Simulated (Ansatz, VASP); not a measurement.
NaCl in VASP and in Ansatz

File INCAR:

```
SYSTEM = NaCl
PREC = Accurate
ENCUT = 520
EDIFF = 1E-6
ISMEAR = 0
SIGMA = 0.05
LREAL = .False.
LASPH = .True.
NELM = 60
ALGO = Normal
ISIF = 2
LWAVE = .False.
LCHARG = .True.
GGA = PE
LELF = .True.
LVHAR = .True.
NBANDS = 14
```

File KPOINTS:

```
regular mesh
0
Gamma
  10 10 10
  0 0 0
```

File POSCAR:

```
NaCl
1.0
    0.0000000000      2.8100000000      2.8100000000
    2.8100000000      0.0000000000      2.8100000000
    2.8100000000      2.8100000000      0.0000000000
Na Cl
1 1
Direct
    0.0000000000      0.0000000000      0.0000000000
    0.5000000000      0.5000000000      0.5000000000
```

Input for Ansatz:

```yaml
crystal:
  lattice:
    - [0.0, 2.81, 2.81]
    - [2.81, 0.0, 2.81]
    - [2.81, 2.81, 0.0]
  atoms:
    - { symbol: Na, position: [0.0, 0.0, 0.0] }
    - { symbol: Cl, position: [0.5, 0.5, 0.5] }
basis:
  ecutwfc: 420
  fft_grid_basis: typed
kpoints:
  mp_grid: { grid: [10, 10, 10] }
hamiltonian:
  xc: pbe
  pseudopotentials: { kind: paw }
scf:
  occupations: { method: gaussian, width: 0.05 }
output:
  forces: true
  stress: true
  eigenvalues: true
  bader: true
  write_density: true
  volumetric_format: npy
  elf: true
```

Alike in both runs: task single point; functional PBE; k mesh 10 × 10 × 10; occupations gaussian, width 0.05 eV; no spin polarisation.

```csv
,VASP,Ansatz
version,VASP 6.6.1,Ansatz 0.2.0
potentials or method,"VASP PAW PBE potentials, release 64 (Na_pv, Cl)","scalar-relativistic, plane waves, PAW"
plane-wave cutoff (eV),520,420
valence electrons in the cell,14,16
```

```tsv
	VASP	Ansatz	Ansatz less VASP
gap on the k mesh at the Fermi level (eV)	5.15	5.15	0.000
pressure (GPa)	1.0	1.0	+0.03
```

The functional is the same, so the differences come from potentials, cutoffs and numerics. The two sets of potentials don't hold the same shells in valence.

A k mesh can miss the band edges.
